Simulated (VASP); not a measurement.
A calculation with VASP 6.6.1 of MgS (Niningerite) (native input, structure from a POSCAR):

File INCAR:

```
  ALGO = Normal
  EDIFF = 1E-6
  ENCUT = 520
  GGA = PS
  ISIF = 2
  ISMEAR = 0
  LASPH = True
  LCHARG = False
  LREAL = False
  LWAVE = False
  NELM = 80
  PREC = Accurate
  SIGMA = 0.05
```

File KPOINTS:

```
k-points
0
Gamma
  9 9 9
```

The input POSCAR:

```
MgS
1.0
    0.0000000000      2.6016500000      2.6016500000
    2.6016500000      0.0000000000      2.6016500000
    2.6016500000      2.6016500000      0.0000000000
S Mg
1 1
Cartesian
    2.6016500000      2.6016500000      2.6016500000
    0.0000000000      0.0000000000      0.0000000000
```

Potentials or basis: VASP PAW PBE potentials, release 64 (S, Mg).

Command:

```sh
$ cat potpaw_PBE.64/S/POTCAR potpaw_PBE.64/Mg/POTCAR > POTCAR
$ mpirun -np 1 vasp_std > vasp.out
```

Problem. Write the same calculation in another form: ASE script, structure typed inline.

Solution. As run:

run.py

```python
from ase import Atoms
from ase.calculators.vasp import Vasp
from ase.dft.bandgap import bandgap

atoms = Atoms(
    ['S', 'Mg'],
    cell=[[0.0, 2.60165, 2.60165], [2.60165, 0.0, 2.60165], [2.60165, 2.60165, 0.0]],
    scaled_positions=[[0.5, 0.5, 0.5], [0.0, 0.0, 0.0]],
    pbc=True,
)
calc = Vasp(
    directory='calc',
    xc='pbesol',
    pp='PBE',
    setups='recommended',
    prec='Accurate',
    encut=520,
    ediff=1e-06,
    ismear=0,
    sigma=0.05,
    lreal=False,
    lasph=True,
    nelm=80,
    algo='Fast',
    isif=2,
    lwave=False,
    lcharg=False,
    kpts=[9, 9, 9],
    gamma=True,
)
atoms.calc = calc

print('energy (eV):', atoms.get_potential_energy())
print('free energy (eV):', atoms.get_potential_energy(force_consistent=True))
print('forces (eV/A):')
print(atoms.get_forces())
print('stress (eV/A^3, Voigt):', atoms.get_stress())
print('Fermi level (eV):', calc.get_fermi_level())
gap, top, bottom = bandgap(calc)
print('band gap (eV):', gap, 'from (spin, k, band)', top, 'to', bottom)
```

Potentials or basis: VASP PAW PBE potentials, release 64 (S, Mg).

Run with:

```bash
$ python run.py
```

Both were run:

|  | native input, structure from a POSCAR | ASE script, structure typed inline |
| --- | --- | --- |
| Pressure | -1.1 GPa | -1.1 GPa |
| Band gap on the k mesh | 2.83 eV, indirect (least direct gap 3.59 eV) | 2.83 eV, indirect (least direct gap 3.59 eV) |

Keys that steer only the numerical path or the files written may differ.

Caveat: the PAW data sets were made with another functional, which shifts forces and pressure a little; an odd mesh through Γ misses points on the zone boundary, where band edges often lie.
